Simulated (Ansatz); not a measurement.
Rows from a G0W0 calculation on K vacancy (charge -1) in KBr (31-atom cell) (Ansatz 0.2.0; G0W0 on LDA, plane waves, PAW; 2×2×2 mesh, 1213 empty bands, screening to 90 eV), in eV. Spin-orbit coupling is left out.

```
row  k  band  start       Σx  Σc at the solution      Vxc
  A  Γ    v1  0.594  -19.355               2.321  -15.683
  B  Γ    c2  6.157   -3.286              -3.019   -7.681
  C  Γ    v4  0.449  -19.027               2.373  -15.271
  D  Γ    c1  4.586   -4.346              -2.949   -8.473
  E  Γ    c5  7.002   -5.089              -3.196   -9.655
```

**Question.** Work out each quasiparticle level and how far it moved.

The quasiparticle equation reads E = start + Σx + Σc(E) − Vxc.

```
row  E (eV)  shift (eV)
  A  -0.757      −1.351
  B   7.533      +1.376
  C  -0.934      −1.383
  D   5.764      +1.178
  E   8.372      +1.370
```

Limits: not at the basis limit; charged cell, levels uncorrected; no spin-orbit coupling.

[Paths, hosts, dates, memory and timing lines, banners, echoed tables and standing remarks are left out of the program output.]

[Logs are printed without paths, hosts, clocks, repeated set-up lines and the standing remarks that a program may print on its own settings, such as how far it seeks lower states.]

[Runs of the session that timed out or met a known fault of the program may be left out.]

[Cells called generated may have been cut or substituted from an entry of the Crystallography Open Database or the Materials Project.]

[Hosts, paths, dates, database ids (printed as entryN), source tags and the programs' standing remarks are cut or masked in the printed files.]
